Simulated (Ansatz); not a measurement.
GeO₂:
```yaml
crystal:
  lattice:
    - [4.37934, 0.00000, 0.00000]
    - [0.00000, 4.37934, 0.00000]
    - [0.00000, 0.00000, 2.86450]
  atoms:
    - { symbol: Ge, position: [0.50000, 0.50000, 0.50000] }
    - { symbol: Ge, position: [0.00000, 0.00000, 0.00000] }
    - { symbol: O, position: [0.69418, 0.69418, 0.00000] }
    - { symbol: O, position: [0.30582, 0.30582, 0.00000] }
    - { symbol: O, position: [0.80582, 0.19418, 0.50000] }
    - { symbol: O, position: [0.19418, 0.80582, 0.50000] }
```

Relaxed with LDA.

Problem. Decompose the optical modes at the zone centre into irreducible representations, and say which are infrared and Raman allowed.

Solution. Point group 4/mmm: Γ_opt = A1g + A2g + A2u + B1g + 2B1u + B2g + Eg + 3Eu. Infrared: A2u, Eu. Raman: A1g, B1g, B2g, Eg.

Problem. Assign frequencies (DFPT, the program Ansatz at the LDA level (PAW); without the LO–TO term).

Solution. B1g 151, B1u 208, Eu 300, Eu 362, A2g 449, A2u 501, Eg 521, B1u 643, Eu 644, A1g 689, B2g 842 cm⁻¹.

Subscripts of B labels follow the axes of the standard setting.

Space group P4_2/mnm (rutile). The LDA relaxation kept the symmetry of its start; phonons on a q-mesh show no instability.

Potentials: the later of the program's two PAW sets.
